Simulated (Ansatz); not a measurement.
**Guessed and relaxed cells of Ge**

The guess for Ge was made by a generator: 4-connected net of one element (Ccce, No. 68). Its size is a rough estimate.

start.cif

```cif
data_structure
_symmetry_space_group_name_H-M 'Ccce:1'
_symmetry_Int_Tables_number 68
_cell_length_a 3.7654
_cell_length_b 6.5219
_cell_length_c 8.9305
_cell_angle_alpha 90.000
_cell_angle_beta 90.000
_cell_angle_gamma 90.000
_cell_volume 219.31
loop_
_atom_site_label
_atom_site_type_symbol
_atom_site_symmetry_multiplicity
_atom_site_Wyckoff_symbol
_atom_site_fract_x
_atom_site_fract_y
_atom_site_fract_z
_atom_site_occupancy
Ge1 Ge 8 h 0.25000 0.25000 0.33333 1
Ge2 Ge 4 b 0.00000 0.00000 0.50000 1
```

Computed with DFT PBE, scalar-relativistic, plane waves, PAW (Ansatz 0.2.0). Cutoff 420 eV, Gaussian smearing, Γ-centred meshes. Cell and atoms relax first on a coarse mesh and then on a finer one. In between, the cell is made exact in the group found at 0.06 Å. In metals the finer mesh still leaves noise of several meV/atom or more. The steps can't lower the symmetry of their start. No spin polarisation.

end.cif

```cif
data_structure
_symmetry_space_group_name_H-M 'Ccce:1'
_symmetry_Int_Tables_number 68
_cell_length_a 4.0905
_cell_length_b 7.1838
_cell_length_c 8.9646
_cell_angle_alpha 90.000
_cell_angle_beta 90.000
_cell_angle_gamma 90.000
_cell_volume 263.42
loop_
_atom_site_label
_atom_site_type_symbol
_atom_site_symmetry_multiplicity
_atom_site_Wyckoff_symbol
_atom_site_fract_x
_atom_site_fract_y
_atom_site_fract_z
_atom_site_occupancy
Ge1 Ge 8 h 0.25000 0.25000 0.33298 1
Ge2 Ge 4 b 0.00000 0.00000 0.50000 1
```

The symmetry stays Ccce (No. 68). The volume per atom grows by 20.1 %, from 18.3 to 22.0 Å³. The shortest distance goes from 2.40 Å (Ge–Ge) to 2.53 Å (Ge–Ge). The energy falls by about 0.17 eV/atom (the start's value is from the coarse mesh).

```json
{
 "Volume per atom": "21.95 Å³",
 "Density": "5.49 g/cm³",
 "Energy over the standard state": "+0.23 eV/atom",
 "Gap on the 10×10×4 mesh of the 6-atom cell": "0 eV (a metal)"
}
```

Energies count from the standard state of Ge at the same level. It lies above the standard state, so it could only be metastable.

The last run used Gaussian smearing of 0.10 eV. A structure relaxed within its symmetry needn't be a true minimum. In all, the 3 runs took 3.7 min on 1 thread of Arm Neoverse V1 (shared host). Another cell of Ge relaxed alike, in Cmcm, lies 146 meV/atom lower, so this cell isn't the stable form at this level.
